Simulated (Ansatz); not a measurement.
# Fe (Fmmm) in Ansatz: further runs

The runs below take Fe through relaxation of cell and atoms, with PBEsol.

Everything below comes from runs of Ansatz 0.2.0. Logs are shortened: lines on timing, memory, paths and dates and some standing lists are left out, and cuts for length are marked.

## 1. Starting point

It takes space group Fmmm (No. 69, orthorhombic). Conventional cell: a = 2.997 Å, b = 3.883 Å, c = 3.930 Å, α = 90.00°, β = 90.00°, γ = 90.00°. Fe (site symmetry mmm) is surrounded by 12 Fe at 2.45 to 2.76 Å.

## 2. Relaxation of cell and atoms, PBEsol, collinear spin, ferromagnetic start, target pressure 10 GPa, at which the enthalpy is minimised

File input.yaml:

```yaml
crystal:
  lattice:
    - [0.0, 1.9417396906, 1.9651051623]
    - [1.4984397099, 0.0, 1.9651051623]
    - [1.4984397099, 1.9417396906, 0.0]
  atoms:
    - { symbol: Fe, position: [0.0, 0.0, 0.0], spin: 3.0 }
hamiltonian:
  xc: pbesol
  pseudopotentials: { kind: paw }
magnetization:
  spin_polarized: true
kpoints:
  mp_grid: { grid: [13, 13, 13] }
scf:
  occupations: { method: fermi_dirac, width: 0.05 }
output:
  forces: true
  stress: true
  eigenvalues: true
relax:
  f_tol: 0.01
  max_steps: 40
  cell: { stress_tol: 0.05, p_target: 10.0 }
```

Potentials or basis: Ansatz PAW.

On the command line:

```sh
$ ansatz run input.yaml --threads 2 --pin off --max-ram 5632MiB --backend cpu --events-out ev --progress --plain --runs-dir out
```

The log of the run:

```text
Warning: RAYON_NUM_THREADS=2 ignored (pool sized by the plan → 2); use --threads N
Engine: ansatz 0.2.0, x86_64-unknown-linux-gnu
Pseudopotentials: kind: paw
Pseudopotential: Fe, paw, valence charge 16, recommended cutoff 420 eV (normal), Fe.paw.azcp
Functional definition: PBEsol
  exchange = pbesol_x
  correlation = pbesol_c
Crystal: 1 atoms, lattice volume = 11.435 Å³
Basis set: ecut = 420 eV, 221 PW (Γ), exchange–correlation on 40×36×36 points (8 copies of the dense FFT grid, shifted against one another)
Bands: 14, of which v1, the nominal top of the filled ones, is band 8 counted from 1 (7 counted from 0)
Symmetry: 8 space group operations
Space group: Fmmm (ITA 69), of the structure as read, at distance tolerance 2.3e-5 Å
Magnetic group: BNS 69.521 (UNI 619), of the structure as read, at distance tolerance 2.3e-5 Å
k-points: 343 of 2197
Non-local potential: Fe, projectors of the file, l = 0: 3, l = 1: 2, l = 2: 3, l = 3: 1
PAW form: soft (Blöchl's): semilocal exchange-correlation on the pseudo side does not see the compensation charge
PAW frozen core: Fe, regenerated for the run's functional, and the local potential with it (the file was generated under x = pbe(κ = 0.804, μ = 0.2195149727645171), c = pbe(β = 0.06672455060314922))
PAW one-centre angular grid: Fe, 590 points (default); XC on 64 Gauss nodes
Initial density: superposition of atomic densities (chi_scale 0.1, normalization cell)
Starting moments: Σ|m| = 3 μB on 1 of 1 site
Initial wavefunctions: pseudopotential atomic-orbital guess
Functional: x = pbesol(κ = 0.804, μ = 0.12345679012345678), c = pbesol(β = 0.046)
SCF iter   1: F=—  HF=-4448.798834 eV  |F-HF|=—  |Δ(HF+E_count)|=         —  Δρ=8.78e-2 (↑8.78e-2 ↓6.96e-2)  dr2=1.67e0  dr2_m=8.26e-2  M=2.508 μB ∫|m|=2.554 μB  β_m=0.30  ethr=3.10e-3  ⟨swp⟩=4.8  Hψ=45966  notcnv=0
Mixer restart at iter 1: flushing history
preconditioner: auto → none  [metal: Δε(μ)=0.003 eV  Ē_g=14.608 eV  σ=0.050 eV  W_gap=0.02  n_scr=0 (ndim 8)  ℏωp=31.1 eV  f_vac=0.000  D(μ)=1.13/eV (n_scr^D=14)]
SCF iter   2: F=—  HF=-4448.159932 eV  |F-HF|=—  |Δ(HF+E_count)|=   6.39e-1  Δρ=2.73e-2 (↑2.73e-2 ↓1.75e-2)  dr2=3.27e-2  dr2_m=3.68e-2  M=2.587 μB ∫|m|=2.652 μB  β_m=0.29  ethr=3.10e-3  ⟨swp⟩=3.2  Hψ=23967  notcnv=0  defer=739
SCF iter   3: F=—  HF=-4448.459621 eV  |F-HF|=—  |Δ(HF+E_count)|=         —  Δρ=4.12e-2 (↑4.12e-2 ↓3.99e-2)  dr2=4.07e-3  dr2_m=1.70e-1  M=2.255 μB ∫|m|=2.318 μB  β_m=0.29  ethr=2.05e-4  ⟨swp⟩=3.0  Hψ=19534  notcnv=0  defer=733
Mixer restart at iter 3: flushing history
SCF iter   4: F=—  HF=-4448.573816 eV  |F-HF|=—  |Δ(HF+E_count)|=   1.14e-1  Δρ=3.12e-2 (↑2.51e-2 ↓3.12e-2)  dr2=3.94e-3  dr2_m=8.19e-2  M=2.252 μB ∫|m|=2.323 μB  β_m=0.59  ethr=2.55e-5  ⟨swp⟩=2.3  Hψ=15938  notcnv=0  defer=725
SCF iter   5: F=—  HF=-4448.816812 eV  |F-HF|=—  |Δ(HF+E_count)|=   2.43e-1  Δρ=2.55e-2 (↑2.55e-2 ↓7.43e-3)  dr2=3.30e-2  dr2_m=2.25e-2  M=2.156 μB ∫|m|=2.246 μB  β_m=0.49  ethr=2.46e-5  ⟨swp⟩=3.2  Hψ=21788  notcnv=0  defer=725
SCF iter   6: F=—  HF=-4448.809240 eV  |F-HF|=—  |Δ(HF+E_count)|=   7.57e-3  Δρ=3.05e-3 (↑3.05e-3 ↓3.00e-3)  dr2=3.52e-3  dr2_m=2.09e-5  M=2.189 μB ∫|m|=2.285 μB  β_m=0.66  ethr=2.46e-5  ⟨swp⟩=2.0  Hψ=22982  notcnv=0  defer=668
SCF iter   7: F=—  HF=-4448.809534 eV  |F-HF|=—  |Δ(HF+E_count)|=   2.94e-4  Δρ=5.26e-4 (↑5.26e-4 ↓2.27e-4)  dr2=2.21e-5  dr2_m=6.92e-6  M=2.177 μB ∫|m|=2.274 μB  β_m=0.72  ethr=2.20e-5  ⟨swp⟩=2.2  Hψ=12666  notcnv=0  defer=668
SCF iter   8: F=—  HF=-4448.809553 eV  |F-HF|=—  |Δ(HF+E_count)|=   1.90e-5  Δρ=3.43e-4 (↑3.43e-4 ↓9.43e-5)  dr2=1.18e-5  dr2_m=2.25e-6  M=2.177 μB ∫|m|=2.274 μB  β_m=0.86  ethr=1.38e-7  ⟨swp⟩=2.3  Hψ=12875  notcnv=0  defer=668
SCF iter   9: F=—  HF=-4448.809554 eV  |F-HF|=—  |Δ(HF+E_count)|=   1.19e-6  Δρ=5.36e-5 (↑5.36e-5 ↓1.72e-5)  dr2=1.79e-7  dr2_m=1.03e-7  M=2.178 μB ∫|m|=2.274 μB  β_m=0.90  ethr=7.35e-8  ⟨swp⟩=2.4  Hψ=12576  notcnv=0  defer=668
SCF iter  10: F=—  HF=-4448.809554 eV  |F-HF|=—  |Δ(HF+E_count)|=   2.85e-8  Δρ=7.03e-6 (↑7.03e-6 ↓2.38e-6)  dr2=4.05e-9  dr2_m=1.73e-9  M=2.178 μB ∫|m|=2.274 μB  β_m=0.95  ethr=1.12e-9  ⟨swp⟩=2.4  Hψ=15027  notcnv=0  defer=668
SCF iter  11: F=-4448.809554 eV  HF=-4448.809554 eV  |F-HF|=1.49e-9  |Δ(HF+E_count)|=   3.54e-9  Δρ=3.26e-6 (↑3.26e-6 ↓1.60e-6)  dr2=1.78e-9  dr2_m=8.20e-11  M=2.178 μB ∫|m|=2.274 μB  ethr=2.53e-11  ⟨swp⟩=4.5  Hψ=32658  notcnv=0
SCF 1 converged in 11 iterations: F = -4448.809554 eV  dr2 = 1.78e-9
relax step   1: F+E_penalty+E_count = -4448.80955449 eV  Δ(F+E_penalty+E_count) = +0.000e0 eV  max|allowed force component| = 0.000e0 eV/Å  Δτ_max = 0.0000 Å  P = -10.401 GPa  Ω = 11.435 Å³  (11 SCF iters, dr2 threshold 1.00e-7 eV, accepted)
[... 63 lines left out ...]
Basis set: ecut = 420 eV, 201 PW (Γ), exchange–correlation on 40×32×32 points (8 copies of the dense FFT grid, shifted against one another)
Initial wavefunctions: pseudopotential atomic-orbital guess (no wavefunctions were taken with the density)
iter 1 solved again at ethr=1.01e-8 eV; its pass at ethr=3.10e-3 eV (dr2=1.62e-6 eV) is discarded
SCF iter   1: F=—  HF=-4448.839108 eV  |F-HF|=—  |Δ(HF+E_count)|=         —  Δρ=1.47e-4 (↑1.47e-4 ↓1.29e-4)  dr2=2.54e-6  dr2_m=1.94e-7  M=2.006 μB ∫|m|=2.083 μB  β_m=0.65  ethr=1.01e-8  ⟨swp⟩=3.0  Hψ=75000  notcnv=0
preconditioner: auto → none  [metal: Δε(μ)=0.012 eV  Ē_g=15.970 eV  σ=0.050 eV  W_gap=0.06  n_scr=0 (ndim 8)  ℏωp=32.6 eV  f_vac=0.000  D(μ)=0.92/eV (n_scr^D=12)]
SCF iter   2: F=—  HF=-4448.839107 eV  |F-HF|=—  |Δ(HF+E_count)|=   3.62e-7  Δρ=5.57e-5 (↑5.57e-5 ↓5.23e-5)  dr2=4.16e-7  dr2_m=2.01e-8  M=2.006 μB ∫|m|=2.083 μB  β_m=0.48  ethr=1.01e-8  ⟨swp⟩=2.2  Hψ=13125  notcnv=0
SCF iter   3: F=—  HF=-4448.839108 eV  |F-HF|=—  |Δ(HF+E_count)|=   4.11e-7  Δρ=4.22e-5 (↑4.22e-5 ↓2.50e-5)  dr2=1.57e-7  dr2_m=2.37e-8  M=2.006 μB ∫|m|=2.083 μB  β_m=0.45  ethr=2.60e-9  ⟨swp⟩=2.0  Hψ=14630  notcnv=0
SCF iter   4: F=—  HF=-4448.839108 eV  |F-HF|=—  |Δ(HF+E_count)|=   1.69e-7  Δρ=1.35e-5 (↑1.12e-5 ↓1.35e-5)  dr2=2.99e-8  dr2_m=1.85e-9  M=2.006 μB ∫|m|=2.083 μB  β_m=0.73  ethr=9.82e-10  ⟨swp⟩=1.3  Hψ=10153  notcnv=0
SCF iter   5: F=—  HF=-4448.839108 eV  |F-HF|=—  |Δ(HF+E_count)|=   2.62e-7  Δρ=8.97e-6 (↑8.97e-6 ↓5.49e-6)  dr2=1.41e-8  dr2_m=6.17e-10  M=2.006 μB ∫|m|=2.083 μB  β_m=0.86  ethr=1.87e-10  ⟨swp⟩=2.1  Hψ=13008  notcnv=0
SCF iter   6: F=—  HF=-4448.839108 eV  |F-HF|=—  |Δ(HF+E_count)|=   5.53e-8  Δρ=3.42e-6 (↑3.42e-6 ↓1.33e-6)  dr2=1.64e-9  dr2_m=1.25e-10  M=2.006 μB ∫|m|=2.083 μB  β_m=0.93  ethr=8.84e-11  ⟨swp⟩=2.5  Hψ=14550  notcnv=0
SCF iter   7: F=—  HF=-4448.839108 eV  |F-HF|=—  |Δ(HF+E_count)|=   3.70e-9  Δρ=1.35e-7 (↑1.35e-7 ↓4.04e-8)  dr2=1.22e-12  dr2_m=3.92e-13  M=2.006 μB ∫|m|=2.083 μB  β_m=0.94  ethr=1.02e-11  ⟨swp⟩=2.2  Hψ=14720  notcnv=0
SCF iter   8: F=-4448.839108 eV  HF=-4448.839108 eV  |F-HF|=0.00e0  |Δ(HF+E_count)|=  1.82e-12  Δρ=2.41e-8 (↑2.41e-8 ↓2.27e-8)  dr2=5.29e-14  dr2_m=6.49e-15  M=2.006 μB ∫|m|=2.083 μB  ethr=1.00e-12  ⟨swp⟩=3.4  Hψ=33843  notcnv=0
SCF 7 converged in 8 iterations: F = -4448.839108 eV  dr2 = 5.29e-14
relax step   7: F+E_penalty+E_count = -4448.83910830 eV  Δ(F+E_penalty+E_count) = +6.250e-4 eV  max|allowed force component| = 0.000e0 eV/Å  Δτ_max = 0.0000 Å  P = +10.006 GPa  Ω = 10.376 Å³  stress off target by 1.04e-2 GPa  SCF on the basis re-selected at this cell (its energy is not comparable with the rows above)  (8 SCF iters)
basis re-selected at this cell: Δ(F+E_penalty+E_count) = +6.250e-4 eV, ΔP = +0.006 GPa vs the last step (what re-selecting the basis moved, of the pressure what is left beyond the Pulay correction that the steps carried, after the strain that the cell walked since its last selection, with what the two solves' SCF thresholds leave and, on support functions, any second-order correction that the steps lacked; it is no measure of the basis error at this ecutwfc). The dense FFT grid was sized anew with the basis: this SCF ran on 20×16×16 points, the steps before it on 20×18×18, so part of this shift can come from that change (see relax.cell in the input reference). This SCF's stress stands 1.04e-2 GPa from its target on what of the cell is left free (relax.cell.stress_tol is 5.00e-2 GPa) and its largest allowed force component is 0.00e0 eV/Å (relax.f_tol is 1.00e-2 eV/Å): within both
SCF converged after 8 iterations
Magnetization: 2.0060 μB (9.0030 up, 6.9970 down)
Absolute magnetization: 2.0832 μB (∫|ρ↑−ρ↓|, with the PAW one-centre terms)
Spin contamination: 0.0245 ħ² per cell (⟨S²⟩ above its minimum at these occupations)
Per-site moments (μB) at R_I (Å): [(2.0273517297773505, 0.9816703757269121)]
Free energy (F): -4448.839108 eV
Harris-Foulkes:  -4448.839108 eV  (|F-HF|=0.00e0)
Internal energy: -4448.831591 eV  (E = F + TS)
E sigma→0 (E₀):  -4448.835350 eV
Entropy (-TS):   -0.007517 eV (-7.517 meV/atom)
Fermi energy:    20.638580 eV
--- Per-component energies (eV) ---
  E_band       = -181.355382
  E_kinetic    = 353.775252
  E_local      = -1951.219162  (includes V_loc(G=0)·N_el)
  E_nonlocal   = 218.415143
  E_hartree    = 823.545560
  E_xc         = -118.287909
  E_vxc        = -152.990723  (∫ρ·V_xc dr)
  E_paw        = -1334.303233  (= ΣΔE_a)
  E_vpaw       = -296.427971  (= ΣTr[D̂ρ^β])
  E_aug_tail   = 0.000954  (compensation charges beyond the density's cutoff)
  E_ewald      = -2440.937398
  E_core_change = 0.179202  (= ΣΔE_core)
  E_smearing   = -0.007517  (= −TS)
  E_closure    = 0.000000  (closes the sum)
  Σ components = -4448.839108   (vs F -4448.839108, Δ=0.00e0)
--- Forces (eV/Å), atoms counted from 1 ---
  atom   1  Fe     0.00000000     0.00000000    -0.00000000
  max |Σ_I F_I| component: 6.16e-33 eV/Å
--- Stress (GPa, compression-positive) ---
       10.005466       0.000000       0.000000
        0.000000      10.010422       0.000000
        0.000000       0.000000      10.001449
  P = ⅓ Tr σ = 10.0058 GPa (100.058 kbar)
--- Band table (eV; the first three rows and the last of 686) ---
  k-point 0 ↑: bands = ["-67.3148", "-33.1477", "-33.1477", "-33.1477", "11.3931", "18.0661", "18.0663", "18.0664", "19.5305", "19.5305", "45.5782", "45.5785", "45.5789", "51.7613"]
  k-point 1 ↑: bands = ["-67.3080", "-33.1813", "-33.1586", "-33.1477", "11.6573", "17.9873", "18.0571", "18.2180", "19.4524", "19.5370", "44.3264", "45.3063", "45.5393", "51.0265"]
  k-point 2 ↑: bands = ["-67.2892", "-33.2740", "-33.1886", "-33.1479", "12.4127", "17.7730", "17.9901", "18.6520", "19.3187", "19.5591", "41.5117", "44.2441", "45.4469", "49.4318"]
  k-point 342 ↓: bands = ["-64.7986", "-31.4054", "-31.0059", "-30.8079", "16.3870", "18.3662", "20.5678", "21.8881", "22.5164", "23.7810", "30.0418", "38.6642", "41.6339", "46.5986"]
--- Relaxed structure (6 steps of the walk, 6 accepted, 1 SCFs on fresh bases) ---
  F+E_penalty+E_count = -4448.83910830 eV   max|allowed force component| = 0.000e0 eV/Å   (the final SCF, on the basis selected at the relaxed cell)
  cell:  # Å, volume = 10.3756 Å³
    - [4.022166704077137e-34, 1.9430932060571982, 1.9431461316776144]
    - [1.3739978216795237, 3.319588725126033e-33, 1.9431461316776144]
    - [1.3739978216795237, 1.9430932060571982, 2.717229006755638e-33]
  atoms:
    - { symbol: Fe, position: [0.0, 0.0, 0.0] }
```

Run time: 15 s. Hardware: 2 threads of AMD EPYC 9R45 (Zen 5), shared host; peak memory 0.47 GiB.

What came out:

* Free energy: -4448.8391 eV
* Relaxed volume: 10.38 Å³/atom
* Relaxed cell: a = 2.748 Å, b = 2.380 Å, c = 2.380 Å, α = 70.53°, β = 54.74°, γ = 54.73°
* Space group after relaxing (to 0.05 Å): Im-3m (No. 229)
* Energy change on relaxing (the enthalpy is what falls): -29.6 meV/atom
* Ionic steps: 7
* Pressure after relaxing: 10.0 GPa
* Band gap on the k mesh: none (metal or under the smearing width)
* Net moment: 2.01 μB per cell
* Absolute moment: 2.08 μB per cell
* Site moments: Fe +2.03 μB

The path:
```
step  energy change (eV)  largest force (eV/Å)  volume (Å³)
   1              0.0000                0.0000        11.44
   2             -0.0344                0.0000        10.74
   3             -0.0189                0.0000        10.23
   4             -0.0307                0.0000        10.38
   5             -0.0302                0.0000        10.38
   6             -0.0302                0.0000        10.38
   7             -0.0296                0.0000        10.38
```

Final structure:
```cif
data_structure
_symmetry_space_group_name_H-M 'P 1'
_symmetry_Int_Tables_number 1
_cell_length_a 2.7480
_cell_length_b 2.3799
_cell_length_c 2.3798
_cell_angle_alpha 70.529
_cell_angle_beta 54.736
_cell_angle_gamma 54.735
_cell_volume 10.38
loop_
_atom_site_label
_atom_site_type_symbol
_atom_site_fract_x
_atom_site_fract_y
_atom_site_fract_z
_atom_site_occupancy
Fe1 Fe 0.00000 0.00000 0.00000 1
```

Caveat: the plane-wave basis is chosen anew once the cell has moved, so the energies of steps on either side of that aren't comparable; the PAW data sets come from PBE, with cores solved anew for the run's functional, which leaves a small shift of forces and pressure.

## 3. Relaxation of cell and atoms, PBEsol, collinear spin, ferromagnetic start, target pressure 20 GPa, at which the enthalpy is minimised

Edit input.yaml of step 2 so:

```diff
@@ -23,2 +23,2 @@
   max_steps: 40
-  cell: { stress_tol: 0.05, p_target: 10.0 }
+  cell: { stress_tol: 0.05, p_target: 20.0 }
```

Potentials or basis: Ansatz PAW.

On the command line:

```sh
$ ansatz run input.yaml --threads 2 --pin off --max-ram 5632MiB --backend cpu --events-out ev --progress --plain --runs-dir out
```

It took 15 s on 2 threads of AMD EPYC 9R45 (Zen 5), shared host; peak memory 0.47 GiB.

Results (log left out):

```
Free energy                                            : -4448.8090 eV
Relaxed volume                                         : 10.05 Å³/atom
Relaxed cell                                           : a = 2.719 Å, b = 2.355 Å, c = 2.355 Å, α = 70.53°, β = 54.74°, γ = 54.74°
Space group after relaxing (to 0.05 Å)                 : Im-3m (No. 229)
Energy change on relaxing (the enthalpy is what falls) : +0.5 meV/atom
Ionic steps                                            : 7
Pressure after relaxing                                : 20.0 GPa
Band gap on the k mesh                                 : none (metal or under the smearing width)
Net moment                                             : 1.99 μB per cell
Absolute moment                                        : 2.06 μB per cell
Site moments                                           : Fe +2.00 μB
```

The path:
```csv
step,energy change (eV),largest force (eV/Å),volume (Å³)
1,0.0000,0.0000,11.44
2,-0.0243,0.0000,10.43
3,0.0268,0.0000,9.86
4,0.0001,0.0000,10.05
5,-0.0001,0.0000,10.05
6,-0.0004,0.0000,10.05
7,0.0005,0.0000,10.05
```

Final structure:
```
Fe
1.0
     0.00000    1.92267    1.92267
     1.35953    0.00000    1.92267
     1.35953    1.92267    0.00000
Fe
1
Direct
  0.00000 0.00000 0.00000
```

Levels at points of the mesh, in eV from the Fermi level:
Spin up:
| k point | band 5 | band 6 | band 7 | band 8 | band 9 | band 10 | band 11 | band 12 | band 13 | band 14 |
| --- | --- | --- | --- | --- | --- | --- | --- | --- | --- | --- |
| (0.00, 0.00, 0.00) | -9.48 | -2.69 | -2.69 | -2.69 | -1.14 | -1.14 | 25.17 | 25.17 | 25.17 | 31.61 |
Spin down:
```csv
k point,band 5,band 6,band 7,band 8,band 9,band 10
"(0.00, 0.00, 0.00)",-9.21,-0.97,-0.97,-0.97,1.35,1.35
```

Caveat: the plane-wave basis is chosen anew once the cell has moved, so the energies of steps on either side of that aren't comparable; the PAW data sets come from PBE, with cores solved anew for the run's functional, which leaves a small shift of forces and pressure.

## 4. Relaxation of cell and atoms, PBEsol, collinear spin, ferromagnetic start, target pressure 30 GPa, at which the enthalpy is minimised

Edit input.yaml of step 3 so:

```diff
@@ -23,2 +23,2 @@
   max_steps: 40
-  cell: { stress_tol: 0.05, p_target: 20.0 }
+  cell: { stress_tol: 0.05, p_target: 30.0 }
```

On the command line:

```sh
$ ansatz run input.yaml --threads 2 --pin off --max-ram 5632MiB --backend cpu --events-out ev --progress --plain --runs-dir out
```

Run time: 16 s. Hardware: 2 threads of AMD EPYC 9R45 (Zen 5), shared host; peak memory 0.47 GiB.

It converged, with:

```yaml
Free_energy: -4448.7646 eV
Relaxed_volume: 9.77 Å³/atom
Relaxed_cell: a = 2.693 Å, b = 2.332 Å, c = 2.332 Å, α = 70.53°, β = 54.73°, γ = 54.73°
Space_group_after_relaxing_to_0.05_Å: Im-3m (No. 229)
Energy_change_on_relaxing_the_enthalpy_is_what_falls: +45.0 meV/atom
Ionic_steps: 7
Pressure_after_relaxing: 30.0 GPa
Band_gap_on_the_k_mesh: none (metal or under the smearing width)
Net_moment: 1.96 μB per cell
Absolute_moment: 2.02 μB per cell
Site_moments: Fe +1.97 μB
```

The path:
| step | energy change (eV) | largest force (eV/Å) | volume (Å³) |
| --- | --- | --- | --- |
| 1 | 0.0000 | 0.0000 | 11.44 |
| 2 | -0.0072 | 0.0000 | 10.24 |
| 3 | 0.0836 | 0.0000 | 9.58 |
| 4 | 0.0477 | 0.0000 | 9.75 |
| 5 | 0.0437 | 0.0000 | 9.77 |
| 6 | 0.0438 | 0.0000 | 9.77 |
| 7 | 0.0450 | 0.0000 | 9.77 |

Final structure:
```cif
data_structure
_symmetry_space_group_name_H-M 'P 1'
_symmetry_Int_Tables_number 1
_cell_length_a 2.6932
_cell_length_b 2.3323
_cell_length_c 2.3323
_cell_angle_alpha 70.533
_cell_angle_beta 54.734
_cell_angle_gamma 54.733
_cell_volume 9.77
loop_
_atom_site_label
_atom_site_type_symbol
_atom_site_fract_x
_atom_site_fract_y
_atom_site_fract_z
_atom_site_occupancy
Fe1 Fe 0.00000 0.00000 0.00000 1
```

Levels at points of the mesh, in eV from the Fermi level:
Spin up:
| k point | band 7 | band 8 | band 9 | band 10 | band 11 | band 12 |
| --- | --- | --- | --- | --- | --- | --- |
| (0.00, 0.00, 0.00) | -2.78 | -2.78 | -1.16 | -1.16 | 25.38 | 25.38 |
Spin down:
```
           k point  band 3  band 4  band 5  band 6  band 7  band 8  band 9  band 10  band 11  band 12
(0.00, 0.00, 0.00)  -51.56  -51.56   -9.40   -1.09   -1.09   -1.09    1.29     1.30    25.41    25.41
```

Caveat: the plane-wave basis is chosen anew once the cell has moved, so the energies of steps on either side of that aren't comparable; the PAW data sets come from PBE, with cores solved anew for the run's functional, which leaves a small shift of forces and pressure.

## 5. Overview

```tsv
cell	target pressure (GPa)	gap on the mesh (eV)	pressure (GPa)	moment (μB)
relaxed to 10 GPa	10	none	10.0	2.01
relaxed to 20 GPa	20	none	20.0	1.99
relaxed to 30 GPa	30	none	30.0	1.96
```

Alike in all rows: task relaxation of cell and atoms; level PBEsol; potentials or basis Ansatz PAW; spin collinear, ferromagnetic start; k mesh 13 × 13 × 13; cutoff (eV) 420; smearing fermi-dirac 0.05 eV.

Caveats: the plane-wave basis is chosen anew once the cell has moved, so the energies of steps on either side of that aren't comparable; the PAW data sets come from PBE, with cores solved anew for the run's functional, which leaves a small shift of forces and pressure.

Absolute energies hang on the potentials; compare differences alone.
